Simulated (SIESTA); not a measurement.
# Si (Fd-3m) in SIESTA: further runs, part 2 of 2

SIESTA 5.4.2. The steps go on from the part before.

## Step 3: Optical spectrum, PBE

Si.fdf reads:

```
SystemName                      Si
SystemLabel                     Si
NumberOfSpecies                 1
NumberOfAtoms                   2
%block ChemicalSpeciesLabel
  1  14 Si
%endblock ChemicalSpeciesLabel

LatticeConstant                 1.0 Ang
%block LatticeVectors
     0.0000000000     2.7218511865     2.7218511865
     2.7218511865     0.0000000000     2.7218511865
     2.7218511865     2.7218511865     0.0000000000
%endblock LatticeVectors
AtomicCoordinatesFormat         Fractional
%block AtomicCoordinatesAndAtomicSpecies
     0.5000000000     0.5000000000     0.5000000000  1  Si
     0.7500000000     0.7500000000     0.7500000000  1  Si
%endblock AtomicCoordinatesAndAtomicSpecies

%block kgrid.MonkhorstPack
    6   0   0  0.0
    0   6   0  0.0
    0   0   6  0.0
%endblock kgrid.MonkhorstPack
XC.Functional                   GGA
XC.Authors                      PBE
PAO.BasisSize                   TZP
PAO.EnergyShift                 0.002 Ry
Mesh.Cutoff                     500 Ry
OccupationFunction              FD
ElectronicTemperature           0.05 eV
MaxSCFIterations                120
SCF.MustConverge                false
SCF.Mixer.Method                Pulay
SCF.Mixer.Weight                0.25
SCF.Mixer.History               8
SCF.DM.Tolerance                5.0e-05
SCF.H.Tolerance                 1.0e-03 eV
WriteForces                     true
Charge.Mulliken                 end
Charge.Hirshfeld                end
Charge.Voronoi                  end
SaveRho                         true
SaveElectrostaticPotential      true
OpticalCalculation              true
Optical.Energy.Minimum          0.0 eV
Optical.Energy.Maximum          30 eV
Optical.Broaden                 0.2 eV
%block Optical.Mesh
  6 6 6
%endblock Optical.Mesh
Optical.OffsetMesh              true
Optical.PolarizationType        polycrystal
```

Potentials or basis: PseudoDojo 0.4 standard (PBE files), TZP (energy shift 0.002 Ry).

Command:

```
$ siesta < Si.fdf > Si.out 2>&1
```

Si.out:

```text
Version         : 5.4.2

[... 6 lines left out ...]
 NOTE: Please see the manual for full details and compatibility measures.

reinit: Reading from standard input
reinit: Dumping input in INPUT_TMP.32653
************************** Dump of input data file ****************************
SystemName                      Si
SystemLabel                     Si
NumberOfSpecies                 1
NumberOfAtoms                   2
%block ChemicalSpeciesLabel
  1  14 Si
%endblock ChemicalSpeciesLabel
LatticeConstant                 1.0 Ang
%block LatticeVectors
     0.0000000000     2.7218511865     2.7218511865
     2.7218511865     0.0000000000     2.7218511865
     2.7218511865     2.7218511865     0.0000000000
%endblock LatticeVectors
AtomicCoordinatesFormat         Fractional
%block AtomicCoordinatesAndAtomicSpecies
     0.5000000000     0.5000000000     0.5000000000  1  Si
     0.7500000000     0.7500000000     0.7500000000  1  Si
%endblock AtomicCoordinatesAndAtomicSpecies
%block kgrid.MonkhorstPack
    6   0   0  0.0
    0   6   0  0.0
    0   0   6  0.0
%endblock kgrid.MonkhorstPack
XC.Functional                   GGA
XC.Authors                      PBE
[... 484 lines left out ...]
    (Free)Eharris+ p_basis*V_orbitals  =        -226.899186 eV

mulliken: Atomic and Orbital Populations:

Species: Si
Atom  Qatom  Qorb
               3s      3s      3s      3py     3pz     3px     3py     3pz
               3px     3py     3pz     3px     3Pdxy   3Pdyz   3Pdz2   3Pdxz
               3Pdx2-y2
   1  4.000   0.535   0.209   0.439   0.250   0.250   0.250   0.353   0.353
              0.353   0.180   0.180   0.180   0.115   0.115   0.062   0.115

              0.062
   2  4.000   0.535   0.209   0.439   0.250   0.250   0.250   0.353   0.353
              0.353   0.180   0.180   0.180   0.115   0.115   0.062   0.115

              0.062

mulliken: Qtot =        8.000

Mulliken Atomic Populations:
Atom #   charge [q] valence [e]  Species
     1    -0.000000    4.000000  Si
     2     0.000000    4.000000  Si
 Total    -0.000000

Optical: Performing optical calculation:

Optical: Polarization type       = polycrystal
Optical: Minimum of energy range =   0.0000 Ry
Optical: Maximum of energy range =   2.2050 Ry
Optical: Gaussian broadening     =   0.0147 Ry
Optical: Scissor operator        =   0.0000 Ry
Optical: Number of bands         =       34
Optical: Number of electrons     =        8
Optical: BZ mesh dimensions      =    6   6   6

Optical: Checking f-sum rule  0.875093
Optical: For insulators and closed shell systems
Optical: this number should be close to 1 if an enough
Optical: number of unoccupied bands have been included

Hirshfeld Atomic Populations:
Atom #   charge [q] valence [e]  Species
     1     0.000000    4.000000  Si
     2     0.000000    4.000000  Si
 Total     0.000000

Voronoi Atomic Populations:
Atom #   charge [q] valence [e]  Species
     1     0.000000    4.000000  Si
     2     0.000000    4.000000  Si
 Total     0.000000

Job completed
```

Run time: 58 s. Hardware: 1 thread of Arm Neoverse V1, shared host; peak memory 0.4 GiB.

Results:

```yaml
Free_energy: -230.0709 eV
Pressure: 2.4 GPa
Band_gap_on_the_k_mesh: 0.73 eV, indirect (least direct gap 2.55 eV)
```

Levels at points of the mesh, in eV from the valence-band top:
```
           k point  band 2  band 3  band 4  band 5  band 6  band 7
(0.00, 0.00, 0.00)    0.00    0.00    0.00    2.55    2.55    2.55
(0.50, 0.00, 0.00)   -6.96   -1.20   -1.20    1.51    3.33    3.33
(0.00, 0.50, 0.00)   -6.96   -1.20   -1.20    1.51    3.33    3.33
(0.50, 0.50, 0.00)   -7.82   -2.84   -2.84    0.73    0.73   10.05
(0.00, 0.00, 0.50)   -6.96   -1.20   -1.20    1.51    3.33    3.33
(0.50, 0.00, 0.50)   -7.82   -2.84   -2.84    0.73    0.73   10.05
(0.00, 0.50, 0.50)   -7.82   -2.84   -2.84    0.73    0.73   10.05
(0.50, 0.50, 0.50)   -6.96   -1.20   -1.20    1.51    3.33    3.33
```

Dielectric function (mean over the directions given):
```csv
energy (eV),real part,imaginary part
0.30,13.54,0.00
0.90,14.24,0.00
1.60,16.45,0.00
2.30,23.58,0.10
3.00,28.22,19.28
3.60,14.67,46.80
4.30,4.76,20.89
5.00,-14.97,9.13
5.70,-8.36,5.51
6.40,-4.83,6.22
7.00,-4.11,4.05
7.70,-5.05,1.25
8.40,-2.52,2.30
9.10,-2.38,1.18
9.80,-2.17,0.72
10.40,-1.55,0.53
11.10,-1.33,0.68
11.80,-1.20,0.45
12.50,-0.87,0.19
13.20,-0.49,0.36
13.80,-0.53,0.39
14.50,-0.35,0.15
15.20,-0.20,0.14
15.90,-0.06,0.16
16.60,-0.09,0.13
17.20,0.05,0.04
17.90,0.14,0.05
18.60,0.22,0.03
19.30,0.26,0.05
20.00,0.33,0.03
```

Caveat: spectra need much finer meshes, so this one isn't converged; independent-particle spectra lack excitons; the basis of atomic orbitals isn't converged, which shifts pressures, moduli and gaps. A k mesh can miss the band edges.

## Step 4: Equation of state, PBE

run.py reads:

```python
from ase import Atoms
from ase.calculators.siesta import Siesta
from ase.units import Ry, GPa
from ase.eos import EquationOfState

atoms = Atoms(
    ['Si', 'Si'],
    cell=[
        [0.0, 2.7218511865, 2.7218511865],
        [2.7218511865, 0.0, 2.7218511865],
        [2.7218511865, 2.7218511865, 0.0],
    ],
    scaled_positions=[
        [0.5, 0.5, 0.5],
        [0.75, 0.75, 0.75],
    ],
    pbc=True,
)

fdf = {
    'SCFMustConverge': False,
    'OccupationFunction': 'FD',
    'ElectronicTemperature': '0.05 eV',
    'MaxSCFIterations': '120',
    'SCF.Mixer.Method': 'Pulay',
    'SCF.Mixer.Weight': '0.25',
    'SCF.Mixer.History': '8',
    'SCF.DM.Tolerance': '5.0e-05',
    'SCF.H.Tolerance': '1.0e-03 eV',
    'WriteForces': 'true',
    'Charge.Mulliken': 'end',
}
calc = Siesta(
    label="Si",
    command="siesta < PREFIX.fdf > PREFIX.out",
    pseudo_path="pseudos",
    pseudo_qualifier="",
    xc=('GGA', 'PBE'),
    basis_set="DZP",
    mesh_cutoff=500 * Ry,
    energy_shift=0.002 * Ry,
    kpts=[8, 8, 8],
    spin="non-polarized",
    fdf_arguments=fdf,
)
atoms.calc = calc

cell0 = atoms.cell.copy()
volumes, energies = [], []
for x in [0.94, 0.96, 0.98, 1.0, 1.02, 1.04, 1.06]:
    atoms.set_cell(cell0 * x ** (1 / 3), scale_atoms=True)
    volumes.append(atoms.get_volume() / len(atoms))
    energies.append(atoms.get_potential_energy(force_consistent=True) / len(atoms))
    print(f"V = {volumes[-1]:.5f} A^3/atom   F = {energies[-1]:.6f} eV/atom", flush=True)
v0, e0, b0 = EquationOfState(volumes, energies, eos="birchmurnaghan").fit()
print(f"v0 = {v0:.4f} A^3/atom, e0 = {e0:.5f} eV/atom, B0 = {b0 / GPa:.1f} GPa")
```

Potentials or basis: SG15 1.2 NC or PseudoDojo by element (PBE files), DZP (energy shift 0.002 Ry).

Command:

```
$ python run.py
```

What it wrote:

```text
Job completed
V = 18.95488 A^3/atom   F = -107.093952 eV/atom
Job completed
V = 19.35817 A^3/atom   F = -107.116066 eV/atom
Job completed
V = 19.76147 A^3/atom   F = -107.132118 eV/atom
Job completed
V = 20.16476 A^3/atom   F = -107.142702 eV/atom
Job completed
V = 20.56806 A^3/atom   F = -107.148274 eV/atom
Job completed
V = 20.97135 A^3/atom   F = -107.149345 eV/atom
Job completed
V = 21.37465 A^3/atom   F = -107.146282 eV/atom
v0 = 20.8682 A^3/atom, e0 = -107.14948 eV/atom, B0 = 86.6 GPa
```

Si.fdf:

```text
SystemName	Si
SystemLabel	Si

Charge.Mulliken	end
ElectronicTemperature	0.05 eV
MaxSCFIterations	120
OccupationFunction	FD
SCF.DM.Tolerance	5.0e-05
SCF.H.Tolerance	1.0e-03 eV
SCF.Mixer.History	8
SCF.Mixer.Method	Pulay
SCF.Mixer.Weight	0.25
SCFMustConverge	False
WriteForces	true

Spin	non-polarized
XC.functional	GGA
XC.authors	PBE

MeshCutoff	6802.846506091811	eV
PAO.EnergyShift	0.027211386024367245	eV

NumberOfSpecies	1
NumberOfAtoms	2
%block ChemicalSpecieslabel
    1 14 Si.1 Si.1.psml
%endblock ChemicalSpecieslabel

%block PAO.BasisSizes
    Si.1	DZP
%endblock PAO.BasisSizes

LatticeConstant	1.0 Ang
%block LatticeVectors
    0.0 2.775234370480523 2.775234370480523
    2.775234370480523 0.0 2.775234370480523
    2.775234370480523 2.775234370480523 0.0
%endblock LatticeVectors
AtomicCoordinatesFormat	Ang
%block AtomicCoordinatesAndAtomicSpecies
    2.775234370480523 2.775234370480523 2.775234370480523 1
    4.162851555720784 4.162851555720784 4.162851555720784 1
%endblock AtomicCoordinatesAndAtomicSpecies
%block DM.InitSpin
%endblock DM.InitSpin

DM.UseSaveDM	True

#KPoint grid
%block kgrid_Monkhorst_Pack
     8       0       0  0.0
     0       8       0  0.0
     0       0       8  0.0
%endblock kgrid_Monkhorst_Pack
```

Si.out:

```text
Version         : 5.4.2

[... 6 lines left out ...]
 NOTE: Please see the manual for full details and compatibility measures.

reinit: Reading from standard input
reinit: Dumping input in INPUT_TMP.39491
************************** Dump of input data file ****************************
SystemName	Si
SystemLabel	Si
Charge.Mulliken	end
[... 490 lines left out ...]
Atom  Qatom  Qorb
               3s      3s      3py     3pz     3px     3py     3pz     3px
               3Pdxy   3Pdyz   3Pdz2   3Pdxz   3Pdx2-y2
   1  4.000   0.959   0.312   0.362   0.362   0.362   0.409   0.409   0.409
              0.102   0.102   0.056   0.102   0.056
   2  4.000   0.959   0.312   0.362   0.362   0.362   0.409   0.409   0.409
              0.102   0.102   0.056   0.102   0.056

mulliken: Qtot =        8.000

Mulliken Atomic Populations:
Atom #   charge [q] valence [e]  Species
     1    -0.000000    4.000000  Si.1
     2     0.000000    4.000000  Si.1
 Total     0.000000

Job completed
```

It took 3.1 min on 1 thread of Arm Neoverse V1, shared host; peak memory 0.24 GiB.

Results:

```yaml
Equilibrium_volume: 20.87 Å³/atom
Bulk_modulus: 87 GPa
Pressure_derivative_of_the_bulk_modulus: 3.9
```

Energy against volume, from the lowest point:
| volume (Å³/atom) | energy (meV/atom) |
| --- | --- |
| 18.955 | 55.39 |
| 19.358 | 33.28 |
| 19.761 | 17.23 |
| 20.165 | 6.64 |
| 20.568 | 1.07 |
| 20.971 | 0.00 |
| 21.375 | 3.06 |

Caveat: the basis of atomic orbitals isn't converged, which shifts pressures, moduli and gaps.

## Step 5: Overview

| task | level | potentials or basis | k mesh | broadening (eV) | window to (eV) | optical mesh offset | gap on the mesh (eV) | pressure (GPa) |
| --- | --- | --- | --- | --- | --- | --- | --- | --- |
| band structure | vdW-DF2 | PseudoDojo 0.4 standard (PBE files), DZP (energy shift 0.002 Ry) | 8 × 8 × 8 | - | - | - | 0.94 | 6.5 |
| optical spectrum | PBE | PseudoDojo 0.4 standard (PBE files), TZP (energy shift 0.002 Ry) | 6 × 6 × 6 | 0.2 eV | 30 eV | true | 0.73 | 2.4 |
| equation of state | PBE | SG15 1.2 NC or PseudoDojo by element (PBE files), DZP (energy shift 0.002 Ry) | 8 × 8 × 8 | - | - | - | - | - |

Alike in all rows: no spin polarisation; cell as given; smearing fermi-dirac 0.05 eV; grid cutoff 500 Ry; energy shift 0.002 Ry.

Caveats: the basis of atomic orbitals isn't converged, which shifts pressures, moduli and gaps; the potentials were made for another functional, which shifts forces and pressure (some runs); spectra need much finer meshes, so this one isn't converged (some runs); independent-particle spectra lack excitons (some runs).

Absolute energies hang on the potentials; compare differences alone.
